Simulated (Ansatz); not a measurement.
## Li under changes of volume

One of the cells (21.609 Å³/atom); the others are scaled copies at fixed shape and fractional positions:

```xyz
1
Lattice="-1.7547 1.7547 1.7547 1.7547 -1.7547 1.7547 1.7547 1.7547 -1.7547" Properties=species:S:1:pos:R:3 pbc="T T T"
Li    0.0000    0.0000    0.0000
```

| Quantity | Value |
| --- | --- |
| Program | Ansatz 0.2.0 |
| Functional | PBE |
| Potentials or basis | Ansatz PAW |
| Cutoff | 420 eV (not typed: the program's choice for these potentials) |
| k mesh | 11 × 11 × 11 |
| Occupations | fermi-dirac, width 0.05 eV |
| Spin | no spin polarisation |

```tsv
volume (Å³/atom)	energy over the lowest point (meV/atom)	pressure (GPa)
20.312	0.00	-0.1
20.744	?	?
21.177	1.75	-0.6
21.609	3.65	-0.8
22.041	6.15	-1.0
22.473	9.19	-1.2
22.905	12.74	-1.4
```

What does the run at 20.744 Å³/atom give?

Energy over the lowest point 0.52 meV/atom; pressure -0.3 GPa.

Worked out: A Birch-Murnaghan fit of order 3 (a polynomial in V^(-2/3)) to the other rows has its minimum at 20.24 Å³/atom, just outside them, with B0 = V·E''(V) = 14.0 GPa and B' = 3.4. It gives 0.51 meV/atom at 20.744 Å³/atom, against the run's 0.52, and -dE/dV = -0.3 GPa, against -0.3.

Energies are extrapolated to zero smearing.
